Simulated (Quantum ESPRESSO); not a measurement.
## TaN in Quantum ESPRESSO: the effect of functional

Crystal: TaN.

```
CELL_PARAMETERS angstrom
0.00000 2.21132 2.21132
2.21132 0.00000 2.21132
2.21132 2.21132 0.00000
ATOMIC_POSITIONS crystal
Ta 0.50000 0.50000 0.50000
N 0.00000 0.00000 0.00000
```

The cell comes from a database or a generator and needn't be the stable form of this composition.

Alike in all runs:

| Item | Value |
| --- | --- |
| Program | Quantum ESPRESSO 7.5 |
| Task | phonons |
| Cutoff | 762 eV |
| Density cutoff | 6095 eV |
| k mesh | 7 × 7 × 7 |
| Occupations | cold, width 0.2 eV |
| Spin | no spin polarisation |

Each run relaxes the cell or the atoms first.

One run gave: relaxed volume 11.18 Å³/atom; highest phonon frequency 261 cm⁻¹. Which functional did it use?
A. PBE
B. BLYP
C. PBEsol
D. LDA
E. vdW-DF-cx

B.

| functional | potentials or basis | relaxed volume (Å³/atom) | highest phonon frequency (cm⁻¹) |
| --- | --- | --- | --- |
| LDA | GBRV 1.5 LDA | 10.28 | 334 |
| PBE | GBRV 1.5 PBE | 10.76 | 297 |
| PBEsol | GBRV 1.5 PBEsol | 10.47 | 322 |
| BLYP | GBRV 1.5 PBE | 11.18 | 261 |
| WC | GBRV 1.5 PBE | 10.55 | 318 |
| AM05 | GBRV 1.5 PBE | 10.45 | 319 |
| vdW-DF-cx | GBRV 1.5 PBE | 10.53 | 328 |

Caveats: the mesh is thin for the phonons of a metal; the potentials were made for another functional, which shifts forces and pressure (some runs).
